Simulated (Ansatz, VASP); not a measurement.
**Two plane-wave programs on Mo**

Contents of INCAR:

```
SYSTEM = Mo
ALGO = Normal
EDIFF = 1E-6
ENCUT = 520
ISIF = 2
ISMEAR = -1
LASPH = .True.
LCHARG = .False.
LREAL = .False.
LWAVE = .False.
NBANDS = 21
NELM = 100
PREC = Accurate
SIGMA = 0.1
```

KPOINTS

```
k-points
0
Gamma
  11 11 11
  0 0 0
```

Contents of POSCAR:

```
Mo
1.0
    0.0000000000      2.8920887544      2.8920887544
    2.8920887544      0.0000000000      2.8920887544
    2.8920887544      2.8920887544      0.0000000000
Mo
2
Direct
    0.1250000000      0.1250000000      0.1250000000
    0.8750000000      0.8750000000      0.8750000000
```

Input for Ansatz:

```yaml
crystal:
  lattice:
    - [0.0, 2.8920887544, 2.8920887544]
    - [2.8920887544, 0.0, 2.8920887544]
    - [2.8920887544, 2.8920887544, 0.0]
  atoms:
    - { symbol: Mo, position: [0.125, 0.125, 0.125] }
    - { symbol: Mo, position: [0.875, 0.875, 0.875] }
hamiltonian:
  xc: lda
  pseudopotentials:
    kind: paw
    azcp:
      Mo: "pseudopotentials/Mo.paw.azcp"
basis:
  ecutwfc: 420
  fft_grid_basis: typed
kpoints:
  mp_grid: { grid: [11, 11, 11], shift: [0, 0, 0] }
magnetization:
  spin_polarized: false
scf:
  occupations: { method: fermi_dirac, width: 0.1 }
  lower_state_search: "off"
output:
  stress: true
  write_density: true
  write_potential: true
  elf: true
  volumetric_format: npy
```

Alike in both runs: task single point; functional LDA; k mesh 11 × 11 × 11; occupations fermi-dirac, width 0.1 eV; no spin polarisation.

|  | VASP | Ansatz |
| --- | --- | --- |
| version | VASP 6.6.1 | Ansatz 0.2.0 |
| potentials or method | VASP PAW LDA potentials, release 64 (Mo_sv) | plane waves (420 eV) with PAW, scalar-relativistic |
| plane-wave cutoff (eV) | 520 | 420 |
| valence electrons in the cell | 28 | 28 |

```tsv
	VASP	Ansatz	Ansatz less VASP
pressure (GPa)	-10.7	-11.1	-0.42
```

Ansatz warned: «pseudo_functional_mismatch».
